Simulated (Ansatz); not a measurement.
# Rb under compression: one row to predict

The cell was found from a structure generator's guess, not taken from experiment.

These are results of Ansatz, DFT PBE, scalar-relativistic, plane waves, PAW, not measurements. The final run on the 1-atom cell used 420 eV, a Γ-centred 12×12×12 mesh, 0.10 eV smearing and no spin polarisation.

```yaml
crystal:
  lattice:
    - [4.62523, 0.00000, 0.00000]
    - [0.00000, 4.62523, 0.00000]
    - [0.00000, 0.00000, 4.62523]
  atoms:
    - { symbol: Rb, position: [0.00000, 0.00000, 0.00000] }
```

The cell was set to several volumes, with shape and atoms relaxed at each where symmetry leaves them free. Pressure is positive in compression, and energies count from the lowest row. No row has a gap on its mesh.

```
row  V (Å³/atom)  P (GPa)  ΔE (meV/atom)
  1       87.073     0.35           11.5
  2       90.041     0.24            6.1
  3       93.009        ?              ?
  4       95.978     0.07            0.6
  5       98.946     0.00            0.0
  6      101.915    -0.06            0.6
  7      104.883    -0.11            2.3
  8      108.841    -0.17            5.9
```

**Question.** Find B = −V·ΔP/ΔV from rows 4 and 6 and from rows 1 and 2, and from the two its slope B′ and its value B0 at zero pressure.

**Answer.** Rows 4 and 6 give −(95.978 + 101.915)/2 × (-0.06 − (0.07))/(101.915 − 95.978) = 2.2 GPa at a mean pressure of 0.01 GPa. Rows 1 and 2 give −(87.073 + 90.041)/2 × (0.24 − (0.35))/(90.041 − 87.073) = 3.3 GPa at a mean pressure of 0.29 GPa. So B′ = (3.3 − 2.2)/(0.29 − (0.01)) = 3.93 and B0 = 2.2 − 3.93 × (0.01) = 2.2 GPa. A third-order Birch–Murnaghan fit to all the energies gives B0 = 2.2 GPa and B′ = 3.8.

**Question.** Estimate the pressure and energy of row 3.

**Answer.** From row 5, V0 = 98.946 × (1 + (0.00)/2.2) = 98.946 Å³/atom. Murnaghan's form P = (B0/B′)·[(V0/V)^B′ − 1] gives (2.2/3.93) × [(98.946/93.009)^3.93 − 1] = 0.15 GPa; the computed pressure is 0.15 GPa, so the estimate is off by 0.00 GPa. The work of compression from row 4, with the mean of the two pressures, gives ΔE = 0.6 + (0.15 + 0.07)/2 × (95.978 − 93.009)/160.2 × 1000 = 2.6 meV/atom (1 eV/Å³ = 160.2 GPa); the computed value is 2.5 meV/atom.

The end has P4/mmm (No. 123) at a tolerance of 0.01 Å; the cell shown is made exact in the group found at 0.05 Å. All volumes keep the k mesh of the relaxed cell. A structure relaxed within its symmetry needn't be a true minimum.
